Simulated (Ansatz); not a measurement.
# ZrB2: the cost of one run

Method: DFT PBEsol, scalar-relativistic, plane waves, PAW, in Ansatz 0.2.0.

17 further runs of the same task are left out: 17 set aside as unsound or not needed.

## (1) The starting structure

The structure is hexagonal, space group P6/mmm (No. 191). Conventional cell: a = 3.155 Å, b = 3.155 Å, c = 3.507 Å, α = 90.00°, β = 90.00°, γ = 120.00°. Zr (site symmetry 6/mmm) is surrounded by 12 B at 2.53 Å. B (site symmetry -6m2) is surrounded by 3 B at 1.82 Å and 6 Zr at 2.53 Å.

Structure file:

```
CELL_PARAMETERS angstrom
3.15484 0.00000 0.00000
-1.57742 2.73217 0.00000
0.00000 0.00000 3.50674
ATOMIC_POSITIONS crystal
Zr 0.00000 0.00000 0.00000
B 0.33333 0.66667 0.50000
B 0.66667 0.33333 0.50000
```

It is the result of an earlier relaxation at this level (volume 10.08 Å³/atom; gap on the mesh: none (metal)).

## (2) The scan

The energy is mapped over the lattice constants a and c of the conventional cell.

The axes are (1) lattice constant a (and b): 7 values from 3.060 to 3.249 Å; (2) lattice constant c: 7 values from 3.331 to 3.682 Å.

Nothing else is relaxed (symmetry fixes all fractional coordinates). Energies count from the relaxed crystal. Points are written as (first, second).

## (3) Point (3.218 Å, 3.331 Å)

input.yaml

```yaml
crystal:
  lattice:
    - [3.2179, 0.0, 0.0]
    - [-1.60895, 2.7867831468, 0.0]
    - [0.0, 0.0, 3.3314]
  atoms:
    - { symbol: Zr, position: [0.0, 0.0, 0.0] }
    - { symbol: B, position: [0.3333333333, 0.6666666667, 0.5] }
    - { symbol: B, position: [0.6666666667, 0.3333333333, 0.5] }
basis:
  ecutwfc: 520.0
kpoints:
  mp_grid: { grid: [15, 15, 12] }
hamiltonian:
  xc: pbesol
scf:
  occupations: { method: gaussian, width: 0.15 }
output:
  forces: true
  stress: true
  eigenvalues: true
  write_density: true
  write_potential: true
  elf: true
  volumetric_format: npy
```

The run is started by

```sh
$ ansatz run input.yaml --threads 1 --pin off --max-ram 2048MiB --backend cpu --events-out ev --progress --plain --runs-dir out
```

**Question.** How long does this run take on 1 thread of Arm Neoverse V1, shared host, and how much memory does it need?

About 8 s, with a peak of 0.37 GiB.
